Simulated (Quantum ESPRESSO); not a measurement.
**Pb under changes of volume**

One of the cells (30.323 Å³/atom); the others are scaled copies at fixed shape and fractional positions:

```
CELL_PARAMETERS angstrom
0.00000 2.47502 2.47502
2.47502 0.00000 2.47502
2.47502 2.47502 0.00000
ATOMIC_POSITIONS crystal
Pb 0.00000 0.00000 0.00000
```

- Program: Quantum ESPRESSO 7.5
- Functional: OLYP
- Potentials or basis: PseudoDojo 0.4.1 SR PBE standard
- Cutoff: 762 eV
- Density cutoff: 3048 eV
- k mesh: 9 × 9 × 9
- Occupations: fermi-dirac, width 0.05 eV
- Spin: no spin polarisation

| volume (Å³/atom) | energy over the lowest point (meV/atom) | pressure (GPa) |
| --- | --- | --- |
| 28.503 | ? | ? |
| 29.110 | 49.10 | 5.2 |
| 29.716 | 31.77 | 4.0 |
| 30.323 | 18.71 | 2.9 |
| 30.929 | 9.39 | 2.0 |
| 31.535 | 3.29 | 1.2 |
| 32.142 | 0.00 | 0.5 |

Q: What does the run at 28.503 Å³/atom give?

A: Energy over the lowest point 71.21 meV/atom; pressure 6.5 GPa.

Worked out: A Birch-Murnaghan fit of order 3 (a polynomial in V^(-2/3)) to the other rows has its minimum at 32.68 Å³/atom, just outside them, with B0 = V·E''(V) = 30 GPa and B' = 6.9. It gives 71.39 meV/atom at 28.503 Å³/atom, against the run's 71.21, and -dE/dV = 6.6 GPa, against 6.5.

Energies are extrapolated to zero smearing.

Caveats: the potentials were made for another functional, which shifts forces and pressure.
